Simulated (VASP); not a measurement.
# Ga (P6_3/mmc) in VASP: notebook

One crystal, Ga, is run at these levels: PBE; tasks: single point.

All numbers are computed with VASP 6.6.1; they aren't measurements. Logs are shortened: lines on timing, memory, paths and dates and some standing lists are left out, and cuts for length are marked.

## Step 1: The crystal as given

It takes space group P6_3/mmc (No. 194, hexagonal). The conventional cell has a = 2.908 Å, b = 2.908 Å, c = 10.441 Å, α = 90.00°, β = 90.00°, γ = 120.00°. Around Ga (site symmetry 3m) lie 10 Ga at 2.73 to 3.01 Å.

The cell was built by a generator and needn't be a form met in nature.

## Step 2: Single point, PBE

Input file INCAR:

```
SYSTEM = Ga
ALGO = Fast
EDIFF = 1E-6
ENCUT = 520
GGA = PE
ISIF = 2
ISMEAR = 0
LASPH = .True.
LCHARG = .False.
LREAL = .False.
LWAVE = .False.
NBANDS = 34
NELM = 100
PREC = Accurate
SIGMA = 0.1
```

Input file KPOINTS:

```
k-points
0
Gamma
  18 18 6
  0 0 0
```

Input file POSCAR:

```
Ga
1.0
    2.9083396736      0.0000000000      0.0000000000
   -1.4541698368      2.5186960401      0.0000000000
    0.0000000000      0.0000000000     10.4410380749
Ga
4
Direct
    0.3333333333      0.6666666667      0.1194265972
    0.6666666667      0.3333333333      0.6194265972
    0.3333333333      0.6666666667      0.3805734028
    0.6666666667      0.3333333333      0.8805734028
```

Potentials or basis: VASP PAW PBE potentials, release 64 (Ga_d).

The run is started by

```bash
> cat potpaw_PBE.64/Ga_d/POTCAR > POTCAR
> mpirun -np 1 vasp_std > vasp.out
```

OUTCAR:

```text
SYSTEM = Ga
   EDIFF = 1E-6
   ENCUT = 520
   GGA = PE
   ISIF = 2
   ISMEAR = 0
   LASPH = .True.
   LREAL = .False.
   NELM = 100
   PREC = Accurate

 ion  position               nearest neighbor table
   1  0.333  0.667  0.119-   3 2.73
   2  0.667  0.333  0.619-   4 2.73
   3  0.333  0.667  0.381-   1 2.73
   4  0.667  0.333  0.881-   2 2.73

  LATTYP: Found a hexagonal cell.
 ALAT       =     2.9083396736
 C/A-ratio  =     3.5900339186

  Lattice vectors:

 A1 = (   2.9083396736,   0.0000000000,   0.0000000000)
 A2 = (  -1.4541698368,   2.5186960401,   0.0000000000)
 A3 = (   0.0000000000,   0.0000000000,  10.4410380749)

Analysis of symmetry for initial positions (statically):
=====================================================================
 Subroutine PRICEL returns:
 Original cell was already a primitive cell.

 Routine SETGRP: Setting up the symmetry group for a
 hexagonal supercell.

 Subroutine GETGRP returns: Found 24 space group operations
 (whereof 12 operations were pure point group operations)
 out of a pool of 24 trial point group operations.

The static configuration has the point symmetry D_3d.
 The point group associated with its full space group is D_6h.

Analysis of symmetry for dynamics (positions and initial velocities):
=====================================================================
 Subroutine PRICEL returns:
 Original cell was already a primitive cell.

 Routine SETGRP: Setting up the symmetry group for a
 hexagonal supercell.

 Subroutine GETGRP returns: Found 24 space group operations
 (whereof 12 operations were pure point group operations)
 out of a pool of 24 trial point group operations.

The dynamic configuration has the point symmetry D_3d.
 The point group associated with its full space group is D_6h.

 Subroutine INISYM returns: Found 24 space group operations
 (whereof 12 operations are pure point group operations),
 and found     1 'primitive' translations

----------------------------------------------------------------------------------------

                                     Primitive cell

  volume of cell :      76.4829

  direct lattice vectors                    reciprocal lattice vectors
     2.908339674  0.000000000  0.000000000     0.343838792  0.198515419  0.000000000
    -1.454169837  2.518696040  0.000000000     0.000000000  0.397030838  0.000000000
     0.000000000  0.000000000 10.441038075     0.000000000  0.000000000  0.095775917

  length of vectors
     2.908339674  2.908339674 10.441038075     0.397030838  0.397030838  0.095775917

  position of ions in fractional coordinates (direct lattice)
     0.333333333  0.666666667  0.119426597
     0.666666667  0.333333333  0.619426597
     0.333333333  0.666666667  0.380573403
     0.666666667  0.333333333  0.880573403

  ion indices of the primitive-cell ions
   primitive index   ion index
                 1           1
                 2           2
                 3           3
                 4           4

----------------------------------------------------------------------------------------

 KPOINTS: k-points

Automatic generation of k-mesh.
 Grid dimensions read from file:
 generate k-points for:   18   18    6

 Generating k-lattice:

  Cartesian coordinates                     Fractional coordinates (reciprocal lattice)
     0.019102155  0.011028634  0.000000000     0.055555556  0.000000000  0.000000000
     0.000000000  0.022057269  0.000000000     0.000000000  0.055555556  0.000000000
     0.000000000  0.000000000  0.015962653     0.000000000  0.000000000  0.166666667

  Length of vectors
     0.022057269  0.022057269  0.015962653

  Shift w.r.t. Gamma in fractional coordinates (k-lattice)
     0.000000000  0.000000000  0.000000000

 Subroutine IBZKPT returns following result:
 ===========================================

 Found    148 irreducible k-points:

 Following reciprocal coordinates:
            Coordinates               Weight
  0.000000  0.000000  0.000000      1.000000
  0.055556  0.000000  0.000000      6.000000
  0.111111  0.000000  0.000000      6.000000
  0.166667  0.000000  0.000000      6.000000
  0.222222  0.000000  0.000000      6.000000
  0.277778  0.000000  0.000000      6.000000
[... 16 lines left out ...]
  0.333333  0.111111  0.000000     12.000000
  0.388889  0.111111  0.000000     12.000000
 [... further k-points ...]
   k-points           NKPTS =    148   k-points in BZ     NKDIM =    148   number of bands    NBANDS=     34
   number of dos      NEDOS =    301   number of ions     NIONS =      4
   total plane-waves  NPLWV =  46080
   dimension x,y,z NGX =    24 NGY =   24 NGZ =   80
   dimension x,y,z NGXF=    48 NGYF=   48 NGZF=  160
   ions per type =               4
   NGX,Y,Z   is equivalent  to a cutoff of  13.72, 13.72, 12.74 a.u.
   NGXF,Y,Z  is equivalent  to a cutoff of  27.44, 27.44, 25.48 a.u.
 SYSTEM =  Ga
   PREC   = accura    normal or accurate (medium, high low for compatibility)
   ISTART =      0    job   : 0-new  1-cont  2-samecut
   ICHARG =      2    charge: 1-file 2-atom 10-const
   ISPIN  =      1    spin polarized calculation?
   LNONCOLLINEAR =      F non collinear calculations
   LSORBIT =      F    spin-orbit coupling
   LASPH  =      T    aspherical Exc in radial PAW
   ENCUT  =  520.0 eV  38.22 Ry    6.18 a.u.   5.41  5.41 19.41*2*pi/ulx,y,z
   NELM   =    100;   NELMIN=  2; NELMDL= -5     # of ELM steps
   EDIFF  = 0.1E-05   stopping-criterion for ELM
   LREAL  =      F    real-space projection
   EDIFFG = 0.1E-04   stopping-criterion for IOM
   NSW    =      0    number of steps for IOM
   IBRION =     -1    ionic relax: 0-MD 1-quasi-New 2-CG
   NFREE  =      0    steps in history (QN), initial steepest desc. (CG)
   ISIF   =      2    stress and relaxation
   ISYM   =      2    0-nonsym 1-usesym 2-fastsym
   POTIM  = 0.5000    time-step for ionic-motion
   TEBEG  =    0.0;   TEEND  =   0.0 temperature during run
   PSTRESS=    0.0 pullay stress
   NELECT =      52.0000    total number of electrons
   NUPDOWN=      -1.0000    fix difference up-down
   EMIN   =  10.00;   EMAX   =-10.00  energy-range for DOS
   EFERMI =   0.00;   METHOD = LEGACY
   ISMEAR =     0;   SIGMA  =   0.10  broadening in eV -4-tet -1-fermi 0-gaus
   EFERMI_NEDOS =   21; number of points for ismear=-14 and -15
   IALGO  =     68    algorithm
   IMIX   =      4    mixing-type and parameters
     AMIX     =   0.40;   BMIX     =  1.00
     AMIX_MAG =   1.60;   BMIX_MAG =  1.00
  volume/ion in A,a.u.               =      19.12       129.03
  Fermi-wavevector in a.u.,A,eV,Ry     =   1.439531  2.720320 28.194675  2.072250
  Thomas-Fermi vector in A             =   2.558376
   LORBIT       =      0    0 simple, 1 ext, 2 COOP (PROOUT), +10 PAW based schemes
   GGA     = PE    functional components
   LHFCALC =     F    Hartree Fock is set to
   AEXX    =    0.0000 exact exchange contribution
   IVDW    =     0    specifies the selected vdW correction
   LEPSILON=     F    determine dielectric tensor
   LRPA    =     F    only Hartree local field effects (RPA)
 non-spin polarized calculation
 RMM-DIIS sequential band-by-band and
 Gauss-broadening in eV      SIGMA  =   0.10
  energy-cutoff  :      520.00
  volume of cell :       76.48
 maximum number of plane-waves:      2139
 NGX is ok and might be reduce to    24
   NGX = 11   NGY = 11   NGZ = 39

 number of electron      51.9999973 magnetization

 Free energy of the ion-electron system (eV)
  ---------------------------------------------------
  ext. energy  EPLUGINS =         0.00000000
  ---------------------------------------------------
  free energy    TOTEN  =       -11.55916573 eV

  energy without entropy =      -11.55411842  energy(sigma->0) =      -11.55664207

 E-fermi :   5.3804     XC(G=0): -10.9245

 val. band max:        5.3555864555   @ k =   0.3333   0.0000   0.0000
 cond. band min:       5.3912278897   @ k =   0.3333   0.0000   0.1667
 fundamental gap:      0.0356414343
 Fermi energy:         5.3804217481

 k-point     1 :       0.0000    0.0000    0.0000
  band No.  band energies     occupation
      1      -9.6908      2.00000
      2      -9.6689      2.00000
      3      -9.5429      2.00000
      4      -9.5311      2.00000
      5      -9.5311      2.00000
      6      -9.5242      2.00000
[... 26 lines left out ...]
     33      17.4430      0.00000
     34      17.4725      0.00000

 k-point     2 :       0.0556    0.0000    0.0000
  band No.  band energies     occupation
      1      -9.6861      2.00000
      2      -9.6650      2.00000
      3      -9.5386      2.00000
      4      -9.5334      2.00000
      5      -9.5262      2.00000
      6      -9.5239      2.00000
[... 26 lines left out ...]
     33      16.9509      0.00000
     34      16.9595      0.00000

 k-point     3 :       0.1111    0.0000    0.0000
  band No.  band energies     occupation
      1      -9.6744      2.00000
      2      -9.6548      2.00000
      3      -9.5432      2.00000
      4      -9.5398      2.00000
      5      -9.5314      2.00000
      6      -9.5222      2.00000
[... 26 lines left out ...]
     33      16.0822      0.00000
     34      16.4149      0.00000

 k-point     4 :       0.1667    0.0000    0.0000
  band No.  band energies     occupation
      1      -9.6635      2.00000
      2      -9.6405      2.00000
      3      -9.5611      2.00000
      4      -9.5508      2.00000
      5      -9.5348      2.00000
      6      -9.5344      2.00000
[... 26 lines left out ...]
     33      15.4617      0.00000
     34      15.6681      0.00000

 k-point     5 :       0.2222    0.0000    0.0000
  band No.  band energies     occupation
      1      -9.6629      2.00000
      2      -9.6257      2.00000
      3      -9.5836      2.00000
      4      -9.5662      2.00000
      5      -9.5512      2.00000
      6      -9.5372      2.00000
[... 621 lines left out ...]
 k-point    22 :       0.2778    0.1111    0.0000
  band No.  band energies     occupation
      1      -9.6626      2.00000
      2      -9.6052      2.00000
      3      -9.6007      2.00000
      4      -9.5943      2.00000
      5      -9.5723      2.00000
      6      -9.5630      2.00000
[... 26 lines left out ...]
     33      10.9083      0.00000
     34      11.4305      0.00000

 k-point    23 :       0.3333    0.1111    0.0000
  band No.  band energies     occupation
      1      -9.6743      2.00000
      2      -9.6187      2.00000
      3      -9.6170      2.00000
      4      -9.6024      2.00000
      5      -9.5884      2.00000
      6      -9.5737      2.00000
[... 26 lines left out ...]
     33      11.0886      0.00000
     34      11.1287      0.00000

 k-point    24 :       0.3889    0.1111    0.0000
  band No.  band energies     occupation
      1      -9.6826      2.00000
      2      -9.6314      2.00000
      3      -9.6276      2.00000
      4      -9.6095      2.00000
      5      -9.5960      2.00000
      6      -9.5809      2.00000
[... 26 lines left out ...]
     33      10.8145      0.00000
     34      12.0666      0.00000

 [... further k-points ...]

------------------------ aborting loop because EDIFF is reached ----------------------------------------

  FORCE on cell =-STRESS in cart. coord.  units (eV):
  Direction    XX          YY          ZZ          XY          YZ          ZX
  --------------------------------------------------------------------------------------
  -------------------------------------------------------------------------------------
  Total        0.0623905      0.0623905      0.0914143      0.0000000      0.0000000      0.0000000
  in kB        1.3069660      1.3069660      1.9149615      0.0000000      0.0000000      0.0000000
  external PRESSURE =       1.5096311 kB  Pullay stress =       0.0000000 kB

 VOLUME and BASIS-vectors are now :
 -----------------------------------------------------------------------------
  energy-cutoff  :      520.00
  volume of cell :       76.48
      direct lattice vectors                 reciprocal lattice vectors
     2.908339674  0.000000000  0.000000000     0.343838792  0.198515419  0.000000000
    -1.454169837  2.518696040  0.000000000     0.000000000  0.397030838  0.000000000
     0.000000000  0.000000000 10.441038075     0.000000000  0.000000000  0.095775917

 POSITION                                       TOTAL-FORCE (eV/Angst)
 -----------------------------------------------------------------------------------
     -0.00000      1.67913      1.24694         0.000000      0.000000     -0.002657
      1.45417      0.83957      6.46746        -0.000000      0.000000     -0.002657
     -0.00000      1.67913      3.97358        -0.000000     -0.000000      0.002657
      1.45417      0.83957      9.19410         0.000000      0.000000      0.002657
 -----------------------------------------------------------------------------------
    total drift:                               -0.000000      0.000000      0.000000

  FREE ENERGIE OF THE ION-ELECTRON SYSTEM (eV)
  ---------------------------------------------------
  free  energy   TOTEN  =       -11.5591657287 eV

  energy  without entropy=      -11.5541184175  energy(sigma->0) =      -11.55664207
```

Run time: 5.3 min. Hardware: 1 thread of Intel Xeon Platinum 8488C (Sapphire Rapids), shared host; peak memory 0.4 GiB.

Results:

```yaml
Free_energy: -11.5592 eV
Pressure: 0.2 GPa
Band_gap_on_the_k_mesh: none (metal or under the smearing width)
```

Forces on the atoms (eV/Å):
```
Ga   0.000  0.000 -0.003
Ga   0.000  0.000 -0.003
Ga   0.000  0.000  0.003
Ga   0.000  0.000  0.003
```

Levels at points of the mesh, in eV from the Fermi level:
```
           k point  band 24  band 25  band 26  band 27  band 28  band 29
(0.00, 0.00, 0.00)    -5.99    -4.24     1.82     2.28    10.08    10.80
(0.50, 0.00, 0.00)    -3.38    -3.37    -2.77    -0.18    -0.13     1.05
(0.00, 0.00, 0.50)    -7.76    -1.76    -1.76     6.44     6.44    11.08
(0.50, 0.00, 0.50)    -4.11    -2.10    -2.10    -1.33    -1.33     3.21
```

## Step 3: Single point, PBE (random cell without symmetry)

Input file INCAR:

```
SYSTEM = Ga
PREC = Accurate
ENCUT = 520
EDIFF = 1E-7
ISMEAR = 0
SIGMA = 0.1
LREAL = .False.
LASPH = .True.
NELM = 100
ALGO = Fast
ISIF = 2
LWAVE = .False.
LCHARG = .False.
GGA = PE
NBANDS = 26
```

Input file KPOINTS:

```
regular mesh
0
Gamma
  6 4 6
  0 0 0
```

Input file POSCAR:

```
Ga
1.0
    4.2791892025     -0.4650749907     -0.0828774096
    0.4047510804      4.5307430638      0.8878247584
   -1.6213885261      1.5230847191      3.4311594750
Ga
3
Direct
    0.4094815860      0.2736997906      0.1070317920
    0.6683134722      0.5700938584      0.5710998850
    0.1507292452      0.9773680824      0.6428878241
```

Potentials or basis: VASP PAW PBE potentials, release 64 (Ga_d).

The run is started by

```bash
> cat potpaw_PBE.64/Ga_d/POTCAR > POTCAR
> mpirun -np 1 vasp_std > vasp.out
```

Run time: 83 s. Hardware: 1 thread of Intel Xeon Platinum 8488C (Sapphire Rapids), shared host; peak memory 0.23 GiB.

It converged, with:

```
Free energy            : -8.6929 eV
Pressure               : 0.2 GPa
Largest force          : 0.027 eV/Å
Band gap on the k mesh : none (metal or under the smearing width)
```

Forces in eV/Å, atoms in the order of the input:
```
Ga   0.001  0.000  0.000
Ga  -0.024  0.011 -0.004
Ga   0.023 -0.011  0.004
```

Stress tensor (GPa, compression positive):
```
 0.11 -0.08 -0.02
-0.08  0.04  0.06
-0.02  0.06  0.44
```

Levels at points of the mesh, in eV from the Fermi level:
```tsv
k point	band 18	band 19	band 20	band 21	band 22	band 23
(0.00, 0.00, 0.00)	-0.67	0.38	0.75	1.65	1.87	2.59
(0.50, 0.00, 0.00)	-1.17	-1.07	0.45	1.71	2.36	3.12
(0.00, 0.50, 0.00)	-0.52	-0.34	0.34	2.42	2.86	3.61
(0.50, 0.50, 0.00)	-4.37	-3.44	-1.62	1.23	6.61	7.65
(0.00, 0.00, 0.50)	-3.89	-3.07	-2.21	0.58	5.75	6.58
(0.50, 0.00, 0.50)	-2.34	-1.49	-0.36	0.57	1.28	1.48
(0.00, 0.50, 0.50)	-1.84	-1.25	-0.25	1.20	1.91	2.49
(0.50, 0.50, 0.50)	-3.40	-2.61	-2.46	0.52	6.25	6.74
```

Caveat: the k mesh is coarse (spacing up to 0.40 Å⁻¹), so the values aren't converged.
